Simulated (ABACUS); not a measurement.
# BAs: equation of state with PBE

**Measured values to compare with.**

From “Basic Physical Properties of Cubic Boron Arsenide”, 2019, arxiv:1911.11281, for a bulk crystal of BAs: bulk modulus 148 GPa.

Crystal: BAs.

```
As B
1.0
     0.00000    2.38850    2.38850
     2.38850    0.00000    2.38850
     2.38850    2.38850    0.00000
As B
1 1
Direct
  0.75000 0.75000 0.75000
  0.00000 0.00000 0.00000
```

```json
{"Program": "ABACUS 3.10.1", "Task": "equation of state", "Functional": "PBE", "Potentials or basis": "PseudoDojo NC SR 0.4.1 PBE standard", "Cutoff": "1143 eV", "Density cutoff": "4572 eV", "Basis": "plane waves", "k mesh": "7 × 7 × 7", "Occupations": "fermi-dirac, width 0.05 eV", "Spin": "no spin polarisation", "Radial cutoff of the potentials (pseudo_rcut)": "7 bohr", "SCF threshold on the density": "1e-08", "Max SCF steps": "100", "Eigensolver": "dav", "Mixing": "broyden", "Mixing share": "0.7", "Symmetry key": "1", "Bands": "13"}
```

| Quantity | Value |
| --- | --- |
| Equilibrium volume | 13.90 Å³/atom |
| Bulk modulus | 131 GPa |
| Pressure derivative of the bulk modulus | 4.1 (rough: it moves with the points fitted) |

Energy against volume, from the lowest point:
| volume (Å³/atom) | energy (meV/atom) |
| --- | --- |
| 12.809 | 40.65 |
| 13.354 | 9.56 |
| 13.899 | 0.00 |
| 14.444 | 8.07 |

All runs of the series together: 10 s on 4 threads of AMD EPYC 9R45 96-Core Processor (Zen 5), with other jobs on the host.

Measured bulk modulus of BAs: 148 GPa (quoted in “Basic Physical Properties of Cubic Boron Arsenide”, 2019, arxiv:1911.11281). This calculation gives 131 GPa (-11.2 %). The fit is for a static lattice scaled at fixed shape and fixed fractional positions.

PBE usually gives volumes a little too large and moduli too small.
